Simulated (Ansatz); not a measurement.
# CuO: the cost of one run

Computed with Ansatz 0.2.0 through its Python package. Level of theory: DFT r2SCAN, plane waves, PAW.

### Step 1. The system

The structure is monoclinic, space group Cc (No. 9). The conventional cell has a = 4.689 Å, b = 3.427 Å, c = 5.132 Å, α = 90.00°, β = 99.65°, γ = 90.00°. Cu (site symmetry 1) is surrounded by 4 O at 1.91 to 2.02 Å. O (site symmetry 1) has 4 Cu at 1.91 to 2.02 Å in its first shell of neighbours.

No structure file is read: the coordinates are typed or built in the script.

### Step 2. The code

Input file vcrelax_cuo.py:

```python
import ansatz as az
from ase import Atoms
from ase.io import write
import matplotlib.pyplot as plt
import numpy as np

def edges_and_angles(cell):
    cell = np.asarray(cell)
    a, b, c = np.linalg.norm(cell, axis=1)
    cosines = cell[1] @ cell[2] / (b * c), cell[0] @ cell[2] / (a * c), cell[0] @ cell[1] / (a * b)
    return (a, b, c, *np.degrees(np.arccos(cosines)))

lattice = az.Lattice.of(
    (2.34465, -1.7134, 0.0),
    (2.34465, 1.7134, 0.0),
    (-0.86055436, 0.0, 5.05943639),
)
sites = [
    ("Cu", (0.0032, 0.4968, 0.0)),
    ("Cu", (0.4968, 0.0032, 0.5)),
    ("O", (0.5714, 0.4056, 0.2537)),
    ("O", (0.4056, 0.5714, 0.7537)),
]
cuo = az.Crystal(lattice=lattice)
for symbol, position in sites:
    cuo = cuo.atom(symbol, position)

calc = (
    cuo.calculation()
    .functional("r2SCAN")
    .basis(530)
    .kpoints(11, 11, 6)
    .occupations("fermi_dirac", width=0.05)
    .relax(fix_cell=["shape"])
    .density()
)
steps = []


def follow(event):
    if event["event"] != "relax_step":
        return
    row = event["data"]
    steps.append(row)
    print(f"step {row['step']:3d}  E = {row['lagrangian_ev']:.5f} eV  largest force component = {row['allowed_force_max_ev_ang']:.4f} eV/A  P = {row['pressure_gpa']:.3f} GPa")


result = calc.session().plan(threads=1).execute(on_event=follow)
summary = result.report

first, last = steps[0], steps[-1]
symbols = [site.symbol for site in result.lattice.sites]
print(f"energy gained {first['lagrangian_ev'] - last['lagrangian_ev']:.4f} eV in {len(steps) - 1} steps")
for label, vectors in (("before", first["cell_ang"]), ("after", result.lattice.cell_ang)):
    print(label, "a b c (A) {:.4f} {:.4f} {:.4f}  angles {:.2f} {:.2f} {:.2f}".format(*edges_and_angles(vectors)), f" V = {abs(np.linalg.det(vectors)):.3f} A^3")
print("final stress xx yy zz (GPa, compression positive):", np.round(np.diag(summary["stress_gpa"]), 3) + 0.0)

print("atom   start x y z (A)              end x y z (A)")
for symbol, a, b in zip(symbols, first["positions_ang"], last["positions_ang"]):
    print(f"{symbol:3s}", " ".join(f"{v:8.4f}" for v in a), "  ", " ".join(f"{v:8.4f}" for v in b))

fig, (top, bottom) = plt.subplots(2, 1, sharex=True, figsize=(4.5, 4))
top.plot([s["lagrangian_ev"] - last["lagrangian_ev"] for s in steps], "o-")
top.set_ylabel("E - E(final) (eV)")
bottom.semilogy([max(s["allowed_force_max_ev_ang"], 1e-6) for s in steps], "s-")
bottom.set(xlabel="step", ylabel="largest force (eV/A)")
fig.tight_layout()
fig.savefig("relax.png", dpi=100)

relaxed = Atoms(symbols, positions=[site.position_ang for site in result.lattice.sites], cell=result.lattice.cell_ang, pbc=True)
write("relaxed.cif", relaxed, format="cif")

print("relaxed fractional positions")
for site in result.lattice.sites:
    print(f"  {site.symbol:2s}", " ".join(f"{v % 1:8.5f}" for v in np.round(site.position_frac, 5)))

print("%-22s %14.5f eV" % ("F = E - TS", summary["free_energy_ev"]))
print("%-22s %14.5f eV" % ("E", summary["internal_energy_ev"]))
print("%-22s %14.5f eV" % ("Harris-Foulkes", summary["harris_foulkes_ev"]))
print("%-22s %14.5f eV" % ("Fermi level", summary["fermi_energy_ev"]))

print(len(summary["kpoints_frac"]), "irreducible k-points (fractions, weight)")
for k, weight in list(zip(summary["kpoints_frac"], summary["kweights"]))[:12]:
    print("  {:8.4f} {:8.4f} {:8.4f}".format(*k), f"{weight:10.6f}")

rho = result.density()
total = sum(ch.density_e_per_ang3 for ch in rho.channels[:2]) if len(rho.channels) < 3 else rho.channels[0].density_e_per_ang3
print("grid", rho.dims, "electrons", round(float(total.mean() * rho.cell_volume_ang3), 4))
profile = total.mean(axis=(0, 2))
print("planar average along grid axis 1 (e/A^3):")
print(np.array2string(profile[:: max(len(profile) // 16, 1)], precision=4))
```

### Step 3. What the engine is handed

The engine receives this input:

```yaml
crystal:
  lattice:
    - [2.34465, -1.7134, 0.0]
    - [2.34465, 1.7134, 0.0]
    - [-0.86055436, 0.0, 5.05943639]
  atoms:
    - { symbol: Cu, position: [0.0032, 0.4968, 0.0] }
    - { symbol: Cu, position: [0.4968, 0.0032, 0.5] }
    - { symbol: O, position: [0.5714, 0.4056, 0.2537] }
    - { symbol: O, position: [0.4056, 0.5714, 0.7537] }
basis:
  ecutwfc: 530.0
kpoints:
  mp_grid:
    grid: [11, 11, 6]
hamiltonian:
  xc: r2scan
scf:
  occupations:
    method: fermi_dirac
    width: 0.05
relax:
  cell:
    fix: [shape]
output:
  write_density: true
```

### Step 4. The run

Started as:

```console
$ python vcrelax_cuo.py
```

What time and memory should one allow on 1 thread of Intel Xeon 6975P-C (Granite Rapids), shared host?

About 2.1 min, with a peak of 0.79 GiB.
